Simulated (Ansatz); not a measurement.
# GaN under changes of volume

One of the cells (11.444 Å³/atom); the others are scaled copies at fixed shape and fractional positions:

```
Ga N
1.0
     0.00000    2.25350    2.25350
     2.25350    0.00000    2.25350
     2.25350    2.25350    0.00000
Ga N
1 1
Direct
  0.00000 0.00000 0.00000
  0.25000 0.25000 0.25000
```

The cell is a database's computed one.

| Item | Value |
| --- | --- |
| Program | Ansatz 0.2.0 |
| Functional | r2SCAN |
| Potentials or basis | Ansatz PAW |
| Cutoff | 500 eV (not typed: the program's choice for these potentials) |
| k mesh | 10 × 10 × 10 |
| Occupations | fermi-dirac, width 0.05 eV |
| Spin | no spin polarisation |

| volume (Å³/atom) | energy over the lowest point (meV/atom) | pressure (GPa) | gap on the mesh (eV) |
| --- | --- | --- | --- |
| 10.757 | 22.43 | 12.4 | 2.54 |
| 10.986 | 8.39 | 7.4 | 2.40 |
| 11.215 | ? | ? | ? |
| 11.444 | 0.00 | -1.2 | 2.13 |
| 11.673 | 4.32 | -4.8 | 1.99 |
| 11.902 | 13.57 | -8.1 | 1.86 |
| 12.131 | 27.21 | -11.0 | 1.74 |

What does the run at 11.215 Å³/atom give?

Energy over the lowest point 1.15 meV/atom; pressure 2.9 GPa; gap on the mesh 2.26 eV.

Worked out: A Birch-Murnaghan fit of order 3 (a polynomial in V^(-2/3)) to the other rows has its minimum at 11.37 Å³/atom with B0 = V·E''(V) = 196 GPa and B' = 4.4. It gives 1.15 meV/atom at 11.215 Å³/atom, against the run's 1.15, and -dE/dV = 2.9 GPa, against 2.9. A straight line through the other rows of the gap, of slope -6.69 eV per unit of ln V (its deformation potential), gives 2.26 eV, against the run's 2.26.

Energies are extrapolated to zero smearing.

Caveats: the PAW data sets come from PBE, with cores solved anew for the run's functional, which leaves a small shift of forces and pressure.

Spin-orbit coupling on Ga is left out.
